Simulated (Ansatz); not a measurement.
Runs of Ansatz 0.2.0 on SiNi. Symmetry: Pnma, No. 62, orthorhombic system. The conventional cell has a = 5.173 Å, b = 3.338 Å, c = 5.605 Å, α = 90.00°, β = 90.00°, γ = 90.00°. Around Ni (site symmetry m) lie 6 Si at 2.28 to 2.40 Å. Si (site symmetry m) has 6 Ni at 2.28 to 2.40 Å as nearest neighbours. 

| task | level | cell | k mesh | cutoff (eV) | pressure (GPa) | moment (μB) | relaxed volume (Å³/atom) | largest force (eV/Å) |
| --- | --- | --- | --- | --- | --- | --- | --- | --- |
| projected density of states | PBE | as given | 5 × 8 × 5 | 288 | (a) | 0.00 | - | 0.05 |
| relaxation of cell and atoms | PBE | relaxed | 4 × 6 × 4 | - | 0.0 | 0.00 | (b) | - |
| relaxation of cell and atoms | LDA | relaxed | 4 × 6 × 4 | - | 0.0 | 0.00 | 11.52 | 0.01 |
| relaxation of cell and atoms | PBEsol | relaxed | 4 × 6 × 4 | - | 0.0 | 0.00 | 11.81 | - |

Alike in all rows: potentials or basis all-electron LAPW, scalar-relativistic; spin collinear, ferromagnetic start; smearing fermi-dirac 0.05 eV; basis error allowed 0.002 eV/atom.

Problem. Fill in the values left out.

Solution. (a) 1.7; (b) 12.22.

Caveats: the starting moments weren't kept; the k mesh is thin for a metal, which can move the energy by tens of meV per atom (some runs).
